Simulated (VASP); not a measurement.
# Cs (C2/m) in VASP: further runs

The runs below take Cs through single point, with PBEsol.

All numbers are computed with VASP 6.6.1; they aren't measurements. Logs are shortened: lines on timing, memory, paths and dates and some standing lists are left out, and cuts for length are marked.

## 1. Starting point

It takes space group C2/m (No. 12, monoclinic). The conventional cell has a = 6.038 Å, b = 8.676 Å, c = 5.110 Å, α = 90.00°, β = 120.26°, γ = 90.00°.

This isn't the form of Cs at room conditions, which is bcc.

## 2. Single point, PBEsol

The input, INCAR:

```
ADDGRID = False
ALGO = Normal
EDIFF = 1E-6
ENCUT = 300
GGA = PS
ISIF = 2
ISMEAR = 1
LASPH = True
LCHARG = False
LREAL = False
LWAVE = False
NELM = 100
PREC = Accurate
SIGMA = 0.1
```

The input, KPOINTS:

```
k-points
0
Gamma
  6 6 6
```

The input, POSCAR:

```
Cs
1.0
    3.0190110000     -4.3381320000      0.0000000000
    3.0190110000      4.3381320000      0.0000000000
   -2.5749360000      0.0000000000      4.4138870000
Cs
1
Direct
    0.0000000000      0.0000000000      0.5000000000
```

Potentials or basis: VASP PAW PBE potentials, release 64 (Cs_sv).

The run is started by

```bash
$ cat potpaw_PBE.64/Cs_sv/POTCAR > POTCAR
$ mpirun -np 1 vasp_std > vasp.out
```

OUTCAR:

```text
EDIFF = 1E-6
   ENCUT = 300
   GGA = PS
   ISIF = 2
   ISMEAR = 1
   LASPH = True
   LREAL = False
   NELM = 100
   PREC = Accurate

 Found     68 irreducible k-points:

 Following reciprocal coordinates:
            Coordinates               Weight
  0.000000  0.000000  0.000000      1.000000
  0.166667  0.000000  0.000000      4.000000
  0.333333  0.000000 -0.000000      4.000000
  0.500000  0.000000 -0.000000      2.000000
  0.166667  0.166667  0.000000      2.000000
  0.333333  0.166667 -0.000000      4.000000
   k-points           NKPTS =     68   k-points in BZ     NKDIM =     68   number of bands    NBANDS=      8
   number of dos      NEDOS =    301   number of ions     NIONS =      1
   total plane-waves  NPLWV =  27000
   dimension x,y,z NGX =    30 NGY =   30 NGZ =   30
   dimension x,y,z NGXF=    60 NGYF=   60 NGZF=   60
   ions per type =               1
   NGX,Y,Z   is equivalent  to a cutoff of   9.44,  9.44,  9.76 a.u.
   NGXF,Y,Z  is equivalent  to a cutoff of  18.87, 18.87, 19.52 a.u.
 SYSTEM =  unknown system
   PREC   = accura    normal or accurate (medium, high low for compatibility)
   ISTART =      0    job   : 0-new  1-cont  2-samecut
   ICHARG =      2    charge: 1-file 2-atom 10-const
   ISPIN  =      1    spin polarized calculation?
   LNONCOLLINEAR =      F non collinear calculations
   LSORBIT =      F    spin-orbit coupling
   LASPH  =      T    aspherical Exc in radial PAW
   ENCUT  =  300.0 eV  22.05 Ry    4.70 a.u.   7.46  7.46  7.22*2*pi/ulx,y,z
   NELM   =    100;   NELMIN=  2; NELMDL= -5     # of ELM steps
   EDIFF  = 0.1E-05   stopping-criterion for ELM
   LREAL  =      F    real-space projection
   EDIFFG = 0.1E-04   stopping-criterion for IOM
   NSW    =      0    number of steps for IOM
   IBRION =     -1    ionic relax: 0-MD 1-quasi-New 2-CG
   NFREE  =      0    steps in history (QN), initial steepest desc. (CG)
   ISIF   =      2    stress and relaxation
   ISYM   =      2    0-nonsym 1-usesym 2-fastsym
   POTIM  = 0.5000    time-step for ionic-motion
   TEBEG  =    0.0;   TEEND  =   0.0 temperature during run
   PSTRESS=    0.0 pullay stress
   NELECT =       9.0000    total number of electrons
   NUPDOWN=      -1.0000    fix difference up-down
   EMIN   =  10.00;   EMAX   =-10.00  energy-range for DOS
   EFERMI =   0.00;   METHOD = LEGACY
   ISMEAR =     1;   SIGMA  =   0.10  broadening in eV -4-tet -1-fermi 0-gaus
   EFERMI_NEDOS =   21; number of points for ismear=-14 and -15
   IALGO  =     38    algorithm
   IMIX   =      4    mixing-type and parameters
     AMIX     =   0.40;   BMIX     =  1.00
     AMIX_MAG =   1.60;   BMIX_MAG =  1.00
  volume/ion in A,a.u.               =     115.62       780.22
  Fermi-wavevector in a.u.,A,eV,Ry     =   0.699009  1.320936  6.647992  0.488614
  Thomas-Fermi vector in A             =   1.782770
   LORBIT       =      0    0 simple, 1 ext, 2 COOP (PROOUT), +10 PAW based schemes
   GGA     = PS    functional components
   LHFCALC =     F    Hartree Fock is set to
   AEXX    =    0.0000 exact exchange contribution
   IVDW    =     0    specifies the selected vdW correction
   LEPSILON=     F    determine dielectric tensor
   LRPA    =     F    only Hartree local field effects (RPA)
 non-spin polarized calculation
 Methfessel and Paxton  Order N= 1 SIGMA  =   0.10
  energy-cutoff  :      300.00
  volume of cell :      115.62
 maximum number of plane-waves:      1378
 NGX is ok and might be reduce to    30
   NGX = 15   NGY = 15   NGZ = 15

 number of electron       8.9999994 magnetization

 Free energy of the ion-electron system (eV)
  ---------------------------------------------------
  ext. energy  EPLUGINS =         0.00000000
  ---------------------------------------------------
  free energy    TOTEN  =        -0.92770558 eV

  energy without entropy =       -0.92669590  energy(sigma->0) =       -0.92736902

 E-fermi :   0.3675     XC(G=0):  -5.4619

 val. band max:        0.3616613486   @ k =   0.0000   0.0000   0.5000
 cond. band min:       0.3688280713   @ k =   0.1667   0.1667   0.5000
 fundamental gap:      0.0071667227
 Fermi energy:         0.3675274029

 k-point     1 :       0.0000    0.0000    0.0000
  band No.  band energies     occupation
      1     -23.4911      2.00000
      2     -10.2238      2.00000
      3     -10.2117      2.00000
      4     -10.2001      2.00000
      5      -1.3154      2.00000
      6       2.6114      0.00000
      7       2.7695      0.00000
      8       3.0722      0.00000

 k-point     2 :       0.1667    0.0000    0.0000
  band No.  band energies     occupation
      1     -23.4897      2.00000
      2     -10.2511      2.00000
      3     -10.2225      2.00000
      4     -10.2020      2.00000
      5      -1.0346      2.00000
      6       2.3668     -0.00000
      7       2.4358      0.00000
      8       3.2567      0.00000

 k-point     3 :       0.3333    0.0000   -0.0000
  band No.  band energies     occupation
      1     -23.4871      2.00000
      2     -10.3122      2.00000
      3     -10.2377      2.00000
      4     -10.2041      2.00000
      5      -0.3064      2.00000
      6       1.6146     -0.00000
      7       2.0953     -0.00000
      8       3.8890      0.00000

 k-point     4 :       0.5000    0.0000   -0.0000
  band No.  band energies     occupation
      1     -23.4858      2.00000
      2     -10.3424      2.00000
      3     -10.2451      2.00000
      4     -10.2050      2.00000
      5       0.3217      1.69245
      6       1.1115     -0.00000
      7       1.9553     -0.00000
      8       3.7588      0.00000

 k-point     5 :       0.1667    0.1667    0.0000
  band No.  band energies     occupation
      1     -23.4880      2.00000
      2     -10.2814      2.00000
      3     -10.2418      2.00000
      4     -10.2082      2.00000
      5      -0.5343      2.00000
      6       1.9000     -0.00000
      7       2.0882     -0.00000
      8       3.6743      0.00000

 k-point     6 :       0.3333    0.1667   -0.0000
  band No.  band energies     occupation
      1     -23.4858      2.00000
      2     -10.3195      2.00000
      3     -10.2628      2.00000
      4     -10.2109      2.00000
      5       0.2784      2.01956
      6       1.3389     -0.00000
      7       1.8326     -0.00000
      8       3.6381      0.00000

 [... further k-points ...]
[... 5 lines left out ...]
  --------------------------------------------------------------------------------------
  -------------------------------------------------------------------------------------
  Total       -0.0800591     -0.0981431     -0.0954134      0.0000000      0.0000000      0.0058470
  in kB       -1.1094375     -1.3600401     -1.3222127      0.0000000      0.0000000      0.0810267
  external PRESSURE =      -1.2638968 kB  Pullay stress =       0.0000000 kB

 VOLUME and BASIS-vectors are now :
 -----------------------------------------------------------------------------
  energy-cutoff  :      300.00
  volume of cell :      115.62
      direct lattice vectors                 reciprocal lattice vectors
     3.019011000 -4.338132000  0.000000000     0.165617151 -0.115256982  0.096616330
     3.019011000  4.338132000  0.000000000     0.165617151  0.115256982  0.096616330
    -2.574936000  0.000000000  4.413887000     0.000000000  0.000000000  0.226557680

 POSITION                                       TOTAL-FORCE (eV/Angst)
 -----------------------------------------------------------------------------------
     -1.28747      0.00000      2.20694         0.000000      0.000000      0.000000
 -----------------------------------------------------------------------------------
    total drift:                               -0.000000     -0.000000      0.000000

  FREE ENERGIE OF THE ION-ELECTRON SYSTEM (eV)
  ---------------------------------------------------
  free  energy   TOTEN  =        -0.9277055794 eV

  energy  without entropy=       -0.9266959050  energy(sigma->0) =       -0.92736902
```

Run time: 15 s. Hardware: 1 thread of Intel Xeon Platinum 8488C (Sapphire Rapids), shared host; peak memory 0.17 GiB.

These settings aren't checked as converged: the numbers below hold their error.

Results:

* Free energy: -0.9277 eV
* Pressure: -0.1 GPa
* Band gap on the k mesh: none (metal or under the smearing width)

Caveat: the PAW data sets were made with another functional, which shifts forces and pressure a little.

## 3. Single point, PBEsol

INCAR is that of step 2.

KPOINTS is that of step 2.

The input, POSCAR:

```
Cs
1.0
    3.0286440000     -4.4025590000     -0.0553060000
    2.9811710000      4.3695220000      0.0984760000
   -2.5313490000      0.0923220000      4.3694900000
Cs
1
Direct
   -0.0054440000      0.0010830000      0.4979030000
```

Potentials or basis: VASP PAW PBE potentials, release 64 (Cs_sv).

The run is started by

```bash
$ cat potpaw_PBE.64/Cs_sv/POTCAR > POTCAR
$ mpirun -np 1 vasp_std > vasp.out
```

It took 25 s on 1 thread of Intel Xeon Platinum 8488C (Sapphire Rapids), shared host; peak memory 0.19 GiB.

These settings aren't checked as converged: the numbers below hold their error.

Results:

- Free energy: -0.9274 eV
- Pressure: -0.1 GPa
- Band gap on the k mesh: none (metal or under the smearing width)

Caveat: the PAW data sets were made with another functional, which shifts forces and pressure a little.

## 4. For comparison

An earlier run on the cell as given: functional PBE; potentials or basis VASP PAW PBE potentials, release 64 (Cs_sv); cutoff 520 eV; k mesh 6 × 6 × 6; occupations fermi-dirac, width 0.05 eV; no spin polarisation.

- Pressure: 0.0 GPa
- Band gap on the k mesh: none (metal or under the smearing width)
